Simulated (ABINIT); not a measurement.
# AlN (Fm-3m) in ABINIT: further runs, part 2 of 3

ABINIT 10.8.3 (patched build).

## 3. Band structure, PBEsol

Input file run.abi:

```
# Datasets: ground state, then fixed potential
ndtset 2

# Pseudopotentials
pp_dirpath "./"
pseudos "Al.GGA_PBE-JTH.xml, N.GGA_PBE-JTH.xml"

# Structure
acell 3*1.0 Angstrom
rprim
     0.0000000000     2.0345180000     2.0345180000
     2.0345180000     0.0000000000     2.0345180000
     2.0345180000     2.0345180000     0.0000000000
ntypat 2
znucl 13 7
natom 2
typat 1 2
xred
     0.5000000000     0.5000000000     0.5000000000
     0.0000000000     0.0000000000     0.0000000000

# Plane-wave basis
ecut 707.496042 eV
pawecutdg 48.0
pawxcdev 0

# Exchange and correlation
ixc -116133

# Bands and occupations
occopt 3
tsmear 0.05 eV

# SCF cycle
nstep 100

# Output
iomode 3
prtwf 0
prteig 0
prtebands 0
enunit 1
prtden1 1

# Dataset 1
kptopt1 1
ngkpt1 11 11 11
nshiftk1 1
shiftk1 0.0 0.0 0.0
nband1 8
tolvrs1 1.0e-9

# Dataset 2: bands along G-X-W-K-G-L-U-W-L-K
iscf2 -2
getden2 1
nband2 14
nbdbuf2 4
tolwfr2 1.0e-11
kptopt2 -9
ndivsm2 6
prteig2 1
prtvol2 -3
kptbounds2
     0.0000000000     0.0000000000     0.0000000000
     0.5000000000     0.0000000000     0.5000000000
     0.5000000000     0.2500000000     0.7500000000
     0.3750000000     0.3750000000     0.7500000000
     0.0000000000     0.0000000000     0.0000000000
     0.5000000000     0.5000000000     0.5000000000
     0.6250000000     0.2500000000     0.6250000000
     0.5000000000     0.2500000000     0.7500000000
     0.5000000000     0.5000000000     0.5000000000
     0.3750000000     0.3750000000     0.7500000000
```

Potentials or basis: JTH PAW PBE v2.0.

On the command line:

```
abinit run.abi > log 2>&1
```

run.abo:

```text
.Version 10.8.3 of ABINIT
 DATASET    1 : space group Fm -3 m (#225); Bravais cF (face-center cubic)
================================================================================
 Values of the parameters that define the memory need for DATASET  1.
     intxc =       0    ionmov =       0      iscf =      17    lmnmax =       8
     lnmax =       4     mgfft =      27  mpssoang =       2    mqgrid =    3001
     natom =       2  nloc_mem =       2    nspden =       1   nspinor =       1
    nsppol =       1      nsym =      48    n1xccc =       1    ntypat =       2
    occopt =       3   xclevel =       2
       mpw =         736          nfft =       19683          nkpt =          56
 PAW method is used; the additional fine FFT grid is defined by:
   mgfftf=        36    nfftf =     46656
================================================================================
================================================================================

 DATASET    2 : space group Fm -3 m (#225); Bravais cF (face-center cubic)
================================================================================
 Values of the parameters that define the memory need for DATASET  2.
     intxc =       0    ionmov =       0      iscf =      -2    lmnmax =       8
     lnmax =       4     mgfft =      27  mpssoang =       2    mqgrid =    3001
     natom =       2  nloc_mem =       2    nspden =       1   nspinor =       1
    nsppol =       1      nsym =      48    n1xccc =       1    ntypat =       2
    occopt =       3   xclevel =       2
       mpw =         745          nfft =       19683          nkpt =         103
 PAW method is used; the additional fine FFT grid is defined by:
   mgfftf=        36    nfftf =     46656
================================================================================
================================================================================

--------------------------------------------------------------------------------
------------- Echo of variables that govern the present computation ------------
--------------------------------------------------------------------------------
 -outvars: echo values of preprocessed input variables --------
            acell      1.8897261259E+00  1.8897261259E+00  1.8897261259E+00 Bohr
              amu      2.69815390E+01  1.40067400E+01
             ecut      2.60000000E+01 Hartree
           enunit           1
           getden1          0
           getden2          1
             iscf1         17
             iscf2         -2
              ixc     -116133
           jdtset        1    2
           kptopt1          1
           kptopt2         -9
         kptrlatt       11    0    0      0   11    0      0    0   11
          kptrlen1     5.98092129E+01
          kptrlen2     3.00000000E+01
            natom           2
            nband1          8
            nband2         14
           nbdbuf1          0
           nbdbuf2          4
           ndtset           2
           ndivsm1          0
           ndivsm2          6
            ngfft          27      27      27
          ngfftdg          36      36      36
             nkpt1         56
             nkpt2        103
            nstep         100
             nsym          48
           ntypat           2
           occopt           3
        pawecutdg      4.80000000E+01 Hartree
         pawxcdev           0
        prtebands           0
           prteig1          0
           prteig2          1
           prtvol1          0
           prtvol2         -3
            prtwf           0
            rprim      0.0000000000E+00  2.0345180000E+00  2.0345180000E+00
[... 860 lines left out ...]
  1.3854E+00  1.5917E+00
 Non-SCF case, kpt  103 (  0.37500  0.37500  0.75000), residuals and eigenvalues=
  2.62E-12  2.47E-12  7.58E-12  5.43E-13  1.57E-12  1.23E-12  1.25E-12  7.49E-13
  1.35E-12  3.33E-12  2.84E-12  6.44E-10  3.22E-09  2.41E-04
 -7.9192E-02  1.6652E-01  2.0511E-01  3.2117E-01  6.1184E-01  7.3736E-01
  8.6455E-01  9.3274E-01  9.8968E-01  1.2054E+00  1.3025E+00  1.3650E+00
  1.3804E+00  1.6355E+00

--- !ResultsGS
iteration_state: {dtset: 2, }
comment   : Summary of ground state results
lattice_vectors:
- [  0.0000000,   3.8446818,   3.8446818, ]
- [  3.8446818,   0.0000000,   3.8446818, ]
- [  3.8446818,   3.8446818,   0.0000000, ]
lattice_lengths: [   5.43720,    5.43720,    5.43720, ]
lattice_angles: [ 60.000,  60.000,  60.000, ] # degrees, (23, 13, 12)
lattice_volume:   1.1366093E+02
convergence: {deltae:  0.000E+00, res2:  0.000E+00, residm:  9.981E-12, diffor:  0.000E+00, }
etotal    :  -1.21942451E+01
entropy   :   0.00000000E+00
fermie    :   4.78167933E-01
cartesian_stress_tensor: null
pressure_GPa: null
xred      :
- [  5.0000E-01,   5.0000E-01,   5.0000E-01, Al]
- [  0.0000E+00,   0.0000E+00,   0.0000E+00,  N]
cartesian_forces: null
force_length_stats: {min: null, max: null, mean: null, }
...

 Integrated electronic density in atomic spheres:
 ------------------------------------------------
 Atom  Sphere_radius  Integrated_density
    1        1.90363          0.82384766
    2        1.20497          2.62753134

================================================================================

 ----iterations are completed or convergence reached----

 Mean square residual over all n,k,spin=   33.848E-13; max=  99.807E-13
 reduced coordinates (array xred) for    2 atoms
       0.500000000000      0.500000000000      0.500000000000
       0.000000000000      0.000000000000      0.000000000000

 cartesian coordinates (angstrom) at end:
    1      2.03451800000000     2.03451800000000     2.03451800000000
    2      0.00000000000000     0.00000000000000     0.00000000000000
 length scales=  1.889726125908  1.889726125908  1.889726125908 bohr
              =  1.000000000000  1.000000000000  1.000000000000 angstroms
 Eigenvalues (   eV  ) for nkpt= 103  k points:
 kpt#   1, nband= 14, wtk=  1.00000, kpt=  0.0000  0.0000  0.0000 (reduced coord)
  -6.37942   11.01148   11.01148   11.01148   16.39438   23.00458   23.00458   23.00458
  27.99362   28.62773   28.62773   29.45298   29.45298   29.45298
 kpt#   2, nband= 14, wtk=  1.00000, kpt=  0.0294  0.0000  0.0294 (reduced coord)
  -6.35590   10.91601   10.97749   10.97749   16.48749   22.81743   23.05917   23.05917
  27.82235   28.24296   28.65544   29.50126   29.50126   30.25577
 kpt#   3, nband= 14, wtk=  1.00000, kpt=  0.0588  0.0000  0.0588 (reduced coord)
  -6.28552   10.64867   10.87850   10.87850   16.74645   22.34197   23.21841   23.21841
  26.72318   28.73844   28.90500   29.64718   29.64718   31.34829
 kpt#   4, nband= 14, wtk=  1.00000, kpt=  0.0882  0.0000  0.0882 (reduced coord)
  -6.16891   10.25238   10.72280   10.72280   17.12387   21.72311   23.46970   23.46970
  25.62916   28.87636   29.83478   29.89370   29.89370   32.43559
 kpt#   5, nband= 14, wtk=  1.00000, kpt=  0.1176  0.0000  0.1176 (reduced coord)
  -6.00712    9.77036   10.52208   10.52208   17.56700   21.05667   23.79479   23.79479
  24.57807   29.06841   30.24494   30.24494   30.93645   33.48839
 kpt#   6, nband= 14, wtk=  1.00000, kpt=  0.1471  0.0000  0.1471 (reduced coord)
  -5.80175    9.23538   10.28949   10.28949   18.02242   20.39197   23.60402   24.17272
[... 278 lines left out ...]
  -2.62493    3.69808    7.03764    9.29663   17.90557   20.58483   23.04777   23.63797
  27.94498   31.30702   32.25204   38.49155   38.52673   40.78861
 kpt# 100, nband= 14, wtk=  1.00000, kpt=  0.4125  0.4125  0.6750 (reduced coord)
  -2.47408    4.01086    6.40638    9.13363   17.54090   20.88353   22.87230   24.13921
  27.51157   31.48240   33.28196   38.23964   38.24271   41.44816
 kpt# 101, nband= 14, wtk=  1.00000, kpt=  0.4000  0.4000  0.7000 (reduced coord)
  -2.33233    4.33436    5.85681    8.98201   17.18656   20.86553   22.96574   24.61285
  27.17696   31.78428   34.20542   37.93048   37.94485   42.28552
 kpt# 102, nband= 14, wtk=  1.00000, kpt=  0.3875  0.3875  0.7250 (reduced coord)
  -2.21843    4.57595    5.50577    8.84880   16.88369   20.53566   23.25538   25.03188
  26.97680   32.22696   34.94441   37.56000   37.69917   43.31298
 kpt# 103, nband= 14, wtk=  1.00000, kpt=  0.3750  0.3750  0.7500 (reduced coord)
  -2.15493    4.53129    5.58140    8.73957   16.64908   20.06463   23.52558   25.38112
  26.93061   32.80114   35.44383   37.14428   37.56146   44.50360

== END DATASET(S) ==============================================================
================================================================================

 -outvars: echo values of variables after computation  --------
            acell      1.8897261259E+00  1.8897261259E+00  1.8897261259E+00 Bohr
           etotal1    -1.2194245130E+01
            fcart1    -0.0000000000E+00 -0.0000000000E+00 -0.0000000000E+00
                      -0.0000000000E+00 -0.0000000000E+00 -0.0000000000E+00
            rprim      0.0000000000E+00  2.0345180000E+00  2.0345180000E+00
                       2.0345180000E+00  0.0000000000E+00  2.0345180000E+00
                       2.0345180000E+00  2.0345180000E+00  0.0000000000E+00
           strten1     1.1635389004E-04  1.1635389004E-04  1.1635389004E-04
                       0.0000000000E+00  0.0000000000E+00  0.0000000000E+00
           xangst      2.0345180000E+00  2.0345180000E+00  2.0345180000E+00
                       0.0000000000E+00  0.0000000000E+00  0.0000000000E+00
             xred      5.0000000000E-01  5.0000000000E-01  5.0000000000E-01
                       0.0000000000E+00  0.0000000000E+00  0.0000000000E+00
 Calculation completed.
```

Wall time 27 s (1 thread of Arm Neoverse V1, shared host); peak memory 0.11 GiB.

What came out:

| Item | Value |
| --- | --- |
| Free energy | -331.8223 eV |
| Pressure | -3.4 GPa |
| Band gap on the k mesh | 4.48 eV, indirect (least direct gap 5.38 eV) |
| Band gap along the path | 4.36 eV, indirect (least direct gap 5.38 eV) |
| Valence electrons inside the program's atomic spheres | Al 0.82; N 2.63 |

Levels at the corners of the path, in eV from the valence-band top:
```
point  band 2  band 3  band 4  band 5  band 6  band 7
    Γ    0.00    0.00    0.00    5.38   11.99   11.99
    X   -7.33   -2.78   -2.78    4.36    5.18   13.73
    W   -5.67   -5.67   -3.90    7.85   10.51   10.51
    K   -6.48   -5.43   -2.27    5.64    9.05   12.51
    Γ    0.00    0.00    0.00    5.38   11.99   11.99
    L   -8.25   -1.04   -1.04    5.91   10.73   10.73
    U   -6.48   -5.43   -2.27    5.64    9.05   12.51
    W   -5.67   -5.67   -3.90    7.85   10.51   10.51
    L   -8.25   -1.04   -1.04    5.91   10.73   10.73
    K   -6.48   -5.43   -2.27    5.64    9.05   12.51
```

Caveat: the PAW data sets were made with another functional, which shifts forces and pressure a little; the mesh misses the band edges, which the band path finds closer together. Expect the measured gap to be larger: semilocal functionals such as PBEsol lack the derivative discontinuity.

## 4. Band structure, r2SCAN

run.abi: that of step 3 with these lines changed.

```diff
@@ -22,8 +22,9 @@
 # Plane-wave basis
-ecut 707.496042 eV
-pawecutdg 48.0
-pawxcdev 0
+ecut 843.552974 eV
+pawecutdg 53.0
 
 # Exchange and correlation
-ixc -116133
+ixc -497498
+usekden 1
+pawxcdev 0
 
@@ -43,2 +44,3 @@
 prtden1 1
+prtkden1 1
 
@@ -50,3 +52,3 @@
 nband1 8
-tolvrs1 1.0e-9
+tolvrs1 1.0e-7
 
@@ -55,2 +57,3 @@
 getden2 1
+getkden2 1
 nband2 14
```

Potentials or basis: JTH PAW PBE v2.0.

On the command line:

```
abinit run.abi > log 2>&1
```

run.abo:

```text
.Version 10.8.3 of ABINIT
 DATASET    1 : space group Fm -3 m (#225); Bravais cF (face-center cubic)
================================================================================
 Values of the parameters that define the memory need for DATASET  1.
     intxc =       0    ionmov =       0      iscf =      17    lmnmax =       8
     lnmax =       4     mgfft =      30  mpssoang =       2    mqgrid =    3001
     natom =       2  nloc_mem =       2    nspden =       1   nspinor =       1
    nsppol =       1      nsym =      48    n1xccc =       1    ntypat =       2
    occopt =       3   xclevel =       2
       mpw =         950          nfft =       27000          nkpt =          56
 PAW method is used; the additional fine FFT grid is defined by:
   mgfftf=        36    nfftf =     46656
================================================================================
================================================================================

 DATASET    2 : space group Fm -3 m (#225); Bravais cF (face-center cubic)
================================================================================
 Values of the parameters that define the memory need for DATASET  2.
     intxc =       0    ionmov =       0      iscf =      -2    lmnmax =       8
     lnmax =       4     mgfft =      30  mpssoang =       2    mqgrid =    3001
     natom =       2  nloc_mem =       2    nspden =       1   nspinor =       1
    nsppol =       1      nsym =      48    n1xccc =       1    ntypat =       2
    occopt =       3   xclevel =       2
       mpw =         950          nfft =       27000          nkpt =         103
 PAW method is used; the additional fine FFT grid is defined by:
[... 1289 lines left out ...]
  29.24152   32.70606   33.81209   39.95329   40.04529   42.29226
 kpt# 100, nband= 14, wtk=  1.00000, kpt=  0.4125  0.4125  0.6750 (reduced coord)
  -3.51904    3.82833    6.23848    8.96410   18.33761   21.80447   23.94866   25.11986
  28.77640   32.85778   34.89284   39.73181   39.77116   42.94898
 kpt# 101, nband= 14, wtk=  1.00000, kpt=  0.4000  0.4000  0.7000 (reduced coord)
  -3.38175    4.15130    5.68814    8.80850   17.97827   21.79293   24.04601   25.63091
  28.41790   33.14719   35.86800   39.42550   39.45759   43.81749
 kpt# 102, nband= 14, wtk=  1.00000, kpt=  0.3875  0.3875  0.7250 (reduced coord)
  -3.27212    4.38415    5.34555    8.67170   17.66937   21.44804   24.36153   26.08442
  28.20381   33.59331   36.65529   39.04224   39.17815   44.90422
 kpt# 103, nband= 14, wtk=  1.00000, kpt=  0.3750  0.3750  0.7500 (reduced coord)
  -3.21088    4.33017    5.42967    8.55949   17.42925   20.95385   24.65713   26.46248
  28.15927   34.19156   37.18600   38.59546   39.01456   46.20203

== END DATASET(S) ==============================================================
================================================================================

 -outvars: echo values of variables after computation  --------
            acell      1.8897261259E+00  1.8897261259E+00  1.8897261259E+00 Bohr
           etotal1    -1.0347364630E+01
            fcart1    -0.0000000000E+00 -0.0000000000E+00 -0.0000000000E+00
                      -0.0000000000E+00 -0.0000000000E+00 -0.0000000000E+00
            rprim      0.0000000000E+00  2.0345180000E+00  2.0345180000E+00
                       2.0345180000E+00  0.0000000000E+00  2.0345180000E+00
                       2.0345180000E+00  2.0345180000E+00  0.0000000000E+00
           strten1     1.1137204540E-04  1.1137204540E-04  1.1137204540E-04
                       0.0000000000E+00  0.0000000000E+00  0.0000000000E+00
           xangst      2.0345180000E+00  2.0345180000E+00  2.0345180000E+00
                       0.0000000000E+00  0.0000000000E+00  0.0000000000E+00
             xred      5.0000000000E-01  5.0000000000E-01  5.0000000000E-01
                       0.0000000000E+00  0.0000000000E+00  0.0000000000E+00
 Calculation completed.
```

Run time: 1.8 min. Hardware: 1 thread of Arm Neoverse V1, shared host; peak memory 0.13 GiB.

What came out:

```
Free energy                                           : -281.5661 eV
Pressure                                              : -3.3 GPa
Band gap on the k mesh                                : 5.34 eV, indirect (least direct gap 6.18 eV)
Band gap along the path                               : 5.21 eV, indirect (least direct gap 6.18 eV)
Valence electrons inside the program's atomic spheres : Al 0.79; N 2.65
```

Levels at the corners of the path, in eV from the valence-band top:
| point | band 2 | band 3 | band 4 | band 5 | band 6 | band 7 |
| --- | --- | --- | --- | --- | --- | --- |
| Γ | 0.00 | 0.00 | 0.00 | 6.18 | 13.02 | 13.02 |
| X | -7.44 | -2.85 | -2.85 | 5.21 | 6.12 | 15.10 |
| W | -5.73 | -5.73 | -3.90 | 8.79 | 11.61 | 11.61 |
| K | -6.56 | -5.46 | -2.33 | 6.54 | 10.06 | 13.76 |
| Γ | 0.00 | 0.00 | 0.00 | 6.18 | 13.02 | 13.02 |
| L | -8.33 | -1.08 | -1.08 | 6.75 | 11.68 | 11.68 |
| U | -6.56 | -5.46 | -2.33 | 6.54 | 10.06 | 13.76 |
| W | -5.73 | -5.73 | -3.90 | 8.79 | 11.61 | 11.61 |
| L | -8.33 | -1.08 | -1.08 | 6.75 | 11.68 | 11.68 |
| K | -6.56 | -5.46 | -2.33 | 6.54 | 10.06 | 13.76 |

Caveat: totals of a meta-GGA on PAW files have another zero than those of a GGA; the PAW data sets were made with another functional, which shifts forces and pressure a little; the mesh misses the band edges, which the band path finds closer together. r2SCAN opens gaps a little over a GGA but as a rule still falls short of measured ones.

[end of part 2 of 3]
